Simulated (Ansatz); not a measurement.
## SrCl2 (fluorite (111) film, 3 layers): converging the G0W0 gap

Wanted: a G0W0 gap for SrCl2 (fluorite (111) film, 3 layers) that is converged in bands and cutoff, or an estimate of the limit.

Program: Ansatz 0.2.0. Level of theory: G0W0 on LDA, plane waves, PAW. Results are calculated unless marked as measured.

### Step 1. Starting point

The cell holds 9 atoms: 6 Cl and 3 Sr. Cell: a = 4.933 Å, b = 4.933 Å, c = 42.200 Å, α = 90.0°, β = 90.0°, γ = 120.0°. It derives from SrCl2. Vacuum lies along c.

The structure was relaxed with LDA (ions only). The runs that relaxed it are not among those shown. The default PAW set here is soft_2. Its files were made with PBE. The Coulomb interaction is cut off across the vacuum.

### Step 2. 436 empty bands, screening to 36 eV

Now the one-shot GW correction: screening in the RPA, then the self-energy of the levels asked for.

The input, input.yaml:

```yaml
crystal:
  lattice:
    - [4.9332718803, 0.0, 0.0]
    - [-2.4666359402, 4.2723387721, 0.0]
    - [0.0, 0.0, 42.2]
  atoms:
    - { symbol: Cl, position: [0.6666666667, 0.3333333333, 0.5685053322] }
    - { symbol: Sr, position: [0.0, 0.0, 0.5896066622] }
    - { symbol: Cl, position: [0.3333333333, 0.6666666667, 0.612664676] }
    - { symbol: Cl, position: [0.3333333333, 0.6666666667, 0.4785028451] }
    - { symbol: Sr, position: [0.6666666667, 0.3333333333, 0.5] }
    - { symbol: Cl, position: [0.0, 0.0, 0.5214971549] }
    - { symbol: Cl, position: [0.0, 0.0, 0.387335324] }
    - { symbol: Sr, position: [0.3333333333, 0.6666666667, 0.4103933378] }
    - { symbol: Cl, position: [0.6666666667, 0.3333333333, 0.4314946678] }
  periodic: [true, true, false]
kpoints:
  mp_grid: { grid: [3, 3, 1] }
hamiltonian:
  xc: lda
scf:
  occupations: { method: fixed }
gw:
  n_empty_bands: 436
  ecut_chi: 36
  qp_bands: [v3, c3]
  qp_kpoints: band_edges
  screening: { model: contour_deformation }
```

Command:

```sh
> ansatz run input.yaml --threads 4 --pin off --max-ram 17510MiB --backend cpu --events-out ev --progress --plain --runs-dir out
```

Numbers of over 12 decimals in the logs are rounded to 6 here.

What it wrote:

```text
Engine: ansatz 0.2.0, aarch64-unknown-linux-gnu
Pseudopotentials: kind: paw
Pseudopotential: Cl, paw, valence charge 7, recommended cutoff 420 eV (normal), Cl.paw.azcp
Pseudopotential: Sr, paw, valence charge 10, recommended cutoff 420 eV (normal), Sr.paw.azcp
Functional definition: SPW92
  exchange = slater_x
  correlation = pw_c
Crystal: 9 atoms, lattice volume = 889.433 Å³
Basis set: ecut = 420 eV, 17391 PW (Γ)
Bands: 45, of which v1, the nominal top of the filled ones, is band 36 counted from 1 (35 counted from 0)
Symmetry: 12 space group operations
Space group: P-3m1 (ITA 164), of the structure as read, at distance tolerance 9.6e-5 Å
k-points: 3 of 9
Non-local potential: Cl, projectors of the file, l = 0: 2, l = 1: 2, l = 2: 2
Non-local potential: Sr, projectors of the file, l = 0: 3, l = 1: 2, l = 2: 2
PAW form: soft (Blöchl's): semilocal exchange-correlation on the pseudo side does not see the compensation charge
PAW frozen core: Cl, regenerated for the run's functional, and the local potential with it (the file was generated under x = pbe(κ = 0.804, μ = 0.219515), c = pbe(β = 0.066725))
PAW frozen core: Sr, regenerated for the run's functional, and the local potential with it (the file was generated under x = pbe(κ = 0.804, μ = 0.219515), c = pbe(β = 0.066725))
PAW one-centre angular grid: Cl, 110 points (default); XC on 64 Gauss nodes
PAW one-centre angular grid: Sr, 110 points (default); XC on 64 Gauss nodes
Initial density: superposition of atomic densities (neutral atoms: chi_scale 0, normalization atom), corrected by the library's trained network
Initial wavefunctions: pseudopotential atomic-orbital guess
Functional: x = slater, c = lda
SCF iter   1: F=—  HF=-16619.402456 eV  |F-HF|=—  |Δ(HF+E_count)|=         —  Δρ=3.27e-3  dr2=9.99e-2  ethr=1.77e-3  ⟨swp⟩=8.0  Hψ=799  notcnv=0  defer=25
preconditioner: auto → Resta (q_TF=auto, 1.794 Å⁻¹)  ε∞=1.5  [insulator: Δε(μ)=5.014 eV  Ē_g=14.026 eV  n_scr=102 (ndim 8)  ℏωp=10.1 eV  f_vac=0.707  ε∞_Penn≈1.5  vacuum switching on, ρ_ref=1.4e-2 e/Å³]
SCF iter   2: F=—  HF=-16619.376133 eV  |F-HF|=—  |Δ(HF+E_count)|=   2.63e-2  Δρ=1.48e-3  dr2=9.47e-3  ethr=1.39e-4  ⟨swp⟩=4.0  Hψ=302  notcnv=0  defer=23
SCF iter   3: F=—  HF=-16619.374444 eV  |F-HF|=—  |Δ(HF+E_count)|=   1.69e-3  Δρ=4.80e-4  dr2=1.32e-3  ethr=1.32e-5  ⟨swp⟩=3.7  Hψ=202  notcnv=0  defer=22
SCF iter   4: F=—  HF=-16619.374335 eV  |F-HF|=—  |Δ(HF+E_count)|=   1.09e-4  Δρ=3.94e-5  dr2=1.39e-5  ethr=1.84e-6  ⟨swp⟩=5.0  Hψ=282  notcnv=0  defer=21
SCF iter   5: F=—  HF=-16619.374334 eV  |F-HF|=—  |Δ(HF+E_count)|=   1.25e-6  Δρ=1.50e-5  dr2=3.76e-6  ethr=1.93e-8  ⟨swp⟩=3.7  Hψ=332  notcnv=0  defer=21
SCF iter   6: F=—  HF=-16619.374333 eV  |F-HF|=—  |Δ(HF+E_count)|=   6.16e-7  Δρ=5.01e-6  dr2=2.88e-7  ethr=5.23e-9  ⟨swp⟩=2.3  Hψ=209  notcnv=0  defer=21
SCF iter   7: F=-16619.374333 eV  HF=-16619.374333 eV  |F-HF|=2.65e-8  |Δ(HF+E_count)|=  3.78e-10  Δρ=1.76e-6  dr2=3.84e-8  ethr=1.39e-10  ⟨swp⟩=69.3  Hψ=1476  notcnv=0
SCF 1 converged in 7 iterations: F = -16619.374333 eV  dr2 = 3.84e-8
  greatest PAW one-centre occupation: 0.986 electrons in one spin orbital (limit 2), on the Sr atom at site 4 (counted from 0), in its partial waves of l = 0
NSCF: frozen V_eff on 3 k-points
G₀W₀ screening: q 1/3
[... further progress lines ...]
NSCF: frozen V_eff on 1 k-points
SCF converged after 7 iterations
Free energy (F): -16619.374333 eV
Harris-Foulkes:  -16619.374333 eV  (|F-HF|=2.65e-8)
Internal energy: -16619.374333 eV  (E = F + TS)
E sigma→0 (E₀):  -16619.374333 eV
Fermi energy:    -7.280750 eV
--- Per-component energies (eV) ---
  E_band       = -1174.234600
  E_kinetic    = 1703.334562
  E_local      = -155537.229874  (includes V_loc(G=0)·N_el)
  E_nonlocal   = 799.094365
  E_hartree    = 76598.118699
  E_xc         = -1151.577748
  E_vxc        = -1215.952210  (∫ρ·V_xc dr)
  E_paw        = -11542.959474  (= ΣΔE_a)
  E_vpaw       = -119.689483  (= ΣTr[D̂ρ^β])
  E_aug_tail   = 0.000591  (compensation charges beyond the density's cutoff)
  E_ewald      = 72509.819188
  E_core_change = 2.025357  (= ΣΔE_core)
  E_smearing   = -0.000000  (= −TS)
  E_closure    = 0.000000  (closes the sum)
  Σ components = -16619.374333   (vs F -16619.374333, Δ=0.00e0)
--- Band table (eV) ---
  k-point 0: bands = [... 32 lower, -7.5769, -7.5769, -7.4641, -7.4641, -2.1689, -1.7664 (-1.7664°), -1.2362 (-1.2362°), -1.2362 (-1.2362°), ... 5 higher]
  k-point 1: bands = [... 32 lower, -7.5477, -7.5353, -7.3807, -7.2807, -1.6107, -1.1592, -1.0199 (-1.0199°), -0.9064 (-0.9064°), ... 5 higher]
  k-point 2: bands = [... 32 lower, -7.4938, -7.4038, -7.3104, -7.3104, -1.3524, -1.3524, -0.8298, -0.6705, ... 5 higher]
  ° read free of the cell's end (the report's vacuum.weakly_bound_levels)
--- G₀W₀: contour deformation, 5 samples at zero and on the imaginary axis and 1 off it, 9 q-points, 436 empty bands' worth ---
  eigenvalues of the whole cell's RPA ε∞ on this k-mesh (on a slab, of 1 + 4πα/V) = 1.1826, 1.5513, 1.5513; static W/v taken at q = 0 is 0.707322
  bands read: the sum over 472 bands ends inside a degenerate multiplet in 1 slot, whose members it reads at an even weight; the widest, k=0: bands 472 to 473 (counted from 1) at 1/2 each
  gw.qp_kpoints: band_edges: 3 of 3 stored k-points solved, in 1 pass; an edge of the gap read off the rows below is read off those points alone
    ik  band        ε_KS         Σx   Σc(E_QP)       V_xc       Z   E_QP_lin       E_QP  E_QP is
     0    34     -7.5769   -20.6952     2.7868   -16.5449  0.8081    -8.9641    -8.9404  root
     0    35     -7.4641   -20.9158     2.8054   -16.8193  0.8095    -8.7754    -8.7552  root
     0    36     -7.4641   -20.9158     2.8054   -16.8193  0.8095    -8.7754    -8.7552  root
     0    37     -2.1689    -4.2393    -2.7971    -8.3031  0.8709    -0.8887    -0.9022  root
     0    38     -1.7664    -3.6744    -2.3932    -7.2949  0.8781    -0.5259    -0.5391  root
     0    39     -1.2362    -5.7267    -3.4415   -11.1665  0.8479     0.8038     0.7619  root
     1    34     -7.5353   -20.7188     2.7973   -16.6423  0.8088    -8.8344    -8.8144  root
     1    35     -7.3807   -20.3957     2.8004   -16.1802  0.8063    -8.8226    -8.7957  root
     1    36     -7.2807   -20.7163     2.7973   -16.6013  0.8087    -8.6200    -8.5984  root
     1    37     -1.6107    -5.2361    -3.2386   -10.2273  0.8525     0.1716     0.1418  root
     1    38     -1.1592    -5.4921    -3.2019   -10.5604  0.8507     0.7441     0.7071  root
     1    39     -1.0199    -3.9296    -2.5735    -7.9350  0.8705     0.4323     0.4120  root
     2    34     -7.4038   -20.9338     2.7918   -16.9366  0.8105    -8.6259    -8.6092  root
     2    35     -7.3104   -20.6464     2.7941   -16.5220  0.8076    -8.6631    -8.6406  root
     2    36     -7.3104   -20.6464     2.7941   -16.5220  0.8076    -8.6631    -8.6406  root
     2    37     -1.3524    -5.4981    -3.2514   -10.5146  0.8499     0.4439     0.4127  root
     2    38     -1.3524    -5.4981    -3.2514   -10.5146  0.8499     0.4439     0.4127  root
     2    39     -0.8298    -5.2902    -3.2527   -10.4600  0.8503     1.1288     1.0871  root
```

It took 1.7 min on 4 threads of Arm Neoverse V1, shared host; peak memory 3.9 GiB; 6.7 min of CPU time.

Reading the cycles: dr2 is the Hartree energy of the density residual (eV), the measure of convergence; HF is the Harris–Foulkes estimate of the energy, which meets the free energy F at convergence.

This step gave:

| Item | Value |
| --- | --- |
| bands summed | 472 |
| plane waves in the screening matrix | 467 |
| q-points in the mesh | 9 |
| G0W0 gap on the mesh | 7.696 eV |
| k of the valence top | 0, 0.3333, 0 |
| k of the conduction bottom | 0, 0, 0 |
| starting gap on the mesh | 5.112 eV |
| Z at the valence top | 0.8087 |
| Z at the conduction bottom | 0.8709 |
| least direct G0W0 gap on the computed points | 7.853 eV |

The gap on the mesh goes from 5.11 eV to 7.70 eV, a correction of +2.58 eV. Between the two edge states, bare exchange in place of the xc potential would open the gap by 8.18 eV, and correlation takes back 5.59 eV.

### Step 3. 1058 empty bands, screening to 65 eV

Another rung: the empty bands reach about as high as the screening cutoff, so the two stay in balance.

Edit input.yaml of step 2 so:

```diff
@@ -22,5 +22,6 @@
   occupations: { method: fixed }
+  convergence: { dr2_threshold: 1.0e-10 }
 gw:
-  n_empty_bands: 436
-  ecut_chi: 36
+  n_empty_bands: 1058
+  ecut_chi: 65.0
   qp_bands: [v3, c3]
```

What it wrote:

```text
[...]
Crystal: 9 atoms, lattice volume = 889.433 Å³
Basis set: ecut = 420 eV, 17391 PW (Γ)
Bands: 45, of which v1, the nominal top of the filled ones, is band 36 counted from 1 (35 counted from 0)
Symmetry: 12 space group operations
[...]
k-points: 3 of 9
[...]
SCF iter   1: F=—  HF=-16619.402456 eV  |F-HF|=—  |Δ(HF+E_count)|=         —  Δρ=3.27e-3  dr2=9.99e-2  ethr=1.77e-3  ⟨swp⟩=8.0  Hψ=799  notcnv=0  defer=25
[...]
SCF iter   9: F=-16619.374333 eV  HF=-16619.374333 eV  |F-HF|=7.28e-11  |Δ(HF+E_count)|=   1.10e-9  Δρ=9.45e-8  dr2=7.76e-11  ethr=1.00e-12  ⟨swp⟩=68.3  Hψ=1635  notcnv=0
SCF 1 converged in 9 iterations: F = -16619.374333 eV  dr2 = 7.76e-11
[...]
NSCF: frozen V_eff on 3 k-points
G₀W₀ screening: q 1/3
[... further progress lines ...]
[...]
SCF converged after 9 iterations
Free energy (F): -16619.374333 eV
[...]
Internal energy: -16619.374333 eV  (E = F + TS)
E sigma→0 (E₀):  -16619.374333 eV
Fermi energy:    -7.280629 eV
[...]
--- Band table (eV) ---
  k-point 0: bands = [... 32 lower, -7.5768, -7.5768, -7.4640, -7.4640, -2.1689, -1.7664 (-1.7664°), -1.2361 (-1.2361°), -1.2361 (-1.2361°), ... 5 higher]
  k-point 1: bands = [... 32 lower, -7.5476, -7.5352, -7.3806, -7.2806, -1.6106, -1.1592, -1.0199 (-1.0199°), -0.9063 (-0.9063°), ... 5 higher]
  k-point 2: bands = [... 32 lower, -7.4937, -7.4037, -7.3103, -7.3103, -1.3523, -1.3523, -0.8298, -0.6705, ... 5 higher]
  ° read free of the cell's end (the report's vacuum.weakly_bound_levels)
[...]
0    34     -7.5768   -20.6952     2.5841   -16.5449  0.8004    -9.1743    -9.1430  root
     0    35     -7.4640   -20.9158     2.5941   -16.8193  0.8015    -8.9937    -8.9663  root
     0    36     -7.4640   -20.9158     2.5941   -16.8193  0.8015    -8.9937    -8.9663  root
     0    37     -2.1689    -4.2392    -2.8524    -8.3030  0.8692    -0.9454    -0.9575  root
     0    38     -1.7664    -3.6744    -2.4492    -7.2949  0.8766    -0.5834    -0.5951  root
     0    39     -1.2361    -5.7267    -3.6312   -11.1664  0.8454     0.6056     0.5724  root
     1    34     -7.5352   -20.7188     2.5866   -16.6423  0.8009    -9.0523    -9.0250  root
     1    35     -7.3806   -20.3956     2.6108   -16.1802  0.7983    -9.0202    -8.9852  root
[...]
2    36     -7.3103   -20.6464     2.5910   -16.5220  0.7994    -8.8738    -8.8436  root
     2    37     -1.3523    -5.4981    -3.4108   -10.5146  0.8475     0.2786     0.2535  root
     2    38     -1.3523    -5.4981    -3.4108   -10.5146  0.8475     0.2786     0.2535  root
     2    39     -0.8298    -5.2903    -3.4182   -10.4600  0.8481     0.9554     0.9217  root
```

It took 8.7 min on 4 threads; peak memory 10 GiB.

This step gave:

```
bands summed                                 : 1094
plane waves in the screening matrix          : 1081
q-points in the mesh                         : 9
G0W0 gap on the mesh                         : 7.845 eV
k of the valence top                         : 0, 0.3333, 0
k of the conduction bottom                   : 0, 0, 0
starting gap on the mesh                     : 5.112 eV
Z at the valence top                         : 0.8004
Z at the conduction bottom                   : 0.8692
least direct G0W0 gap on the computed points : 8.009 eV
```

Against the run with 3×3×1 mesh, 436 empty bands, screening to 36 eV, the gap moves by +0.15 eV.

### Step 4. Side by side

Times are wall times on 4 threads of Arm Neoverse V1, shared host, good to a factor of about two.

```csv
mesh,files,frequency,bands summed,cutoff (eV),start (eV),G0W0 (eV),time,host memory (GiB)
3×3×1,default PAW,contour deformation,472,36,5.112,7.696,1.7 min,3.9
3×3×1,default PAW,contour deformation,1094,65,5.112,7.845,8.7 min,10
```

The parts of the quasiparticle energy at the two band edges (eV; QP = start + Σx + Σc − Vxc):

```csv
run,edge,start,Σx,Σc,Vxc,Z,QP
472 bands,valence top,-7.28,-20.72,2.80,-16.60,0.81,-8.60
472 bands,conduction bottom,-2.17,-4.24,-2.80,-8.30,0.87,-0.90
1094 bands,valence top,-7.28,-20.72,2.59,-16.60,0.80,-8.80
1094 bands,conduction bottom,-2.17,-4.24,-2.85,-8.30,0.87,-0.96
```

### Step 5. Outcome

```json
{"472 bands, 36 eV": "7.696 eV", "1094 bands, 65 eV": "7.845 eV", "estimated limit in bands and cutoff": "7.96 eV", "mesh and start": "3×3×1, LDA"}
```

A line in one over the bands through the two rungs gives 7.96 eV, +0.11 eV from the top rung; with two points alone it is an unchecked estimate. The rungs stand 0.26 eV (472 bands) and 0.11 eV (1094 bands) from it. From 472 to 1094 bands the gap moves by +0.15 eV while the time grows 5.0-fold. Σc changes by −0.20 eV at the valence top and −0.06 eV at the conduction bottom, so the valence edge carries most of the change. The 3×3×1 mesh misses a band edge: over a band path and its finer mesh (run apart) the LDA gap is 5.02 eV, so the G0W0 gap over the zone may lie about 0.09 eV below its value on the mesh. In a film the band edges may be surface states, so its gap need not approach the bulk's. At these cutoffs the gaps of films stand short of the band limit, often by tenths of an eV, while the trend with thickness is less touched. The mesh in the plane is coarse for a sheet; gap and any exciton binding can still move on denser ones. The many-body steps are scalar-relativistic: spin-orbit coupling is not in them.

[Paths, hosts, dates, memory and timing lines, banners, echoed tables and standing remarks are left out of the program output.]

[Logs are printed without paths, hosts, clocks, repeated set-up lines and the standing remarks that a program may print on its own settings, such as how far it seeks lower states.]

[Runs of the session that timed out or met a known fault of the program may be left out.]

[Cells called generated may have been cut or substituted from an entry of the Crystallography Open Database or the Materials Project.]

[Hosts, paths, dates, database ids (printed as entryN), source tags and the programs' standing remarks are cut or masked in the printed files.]
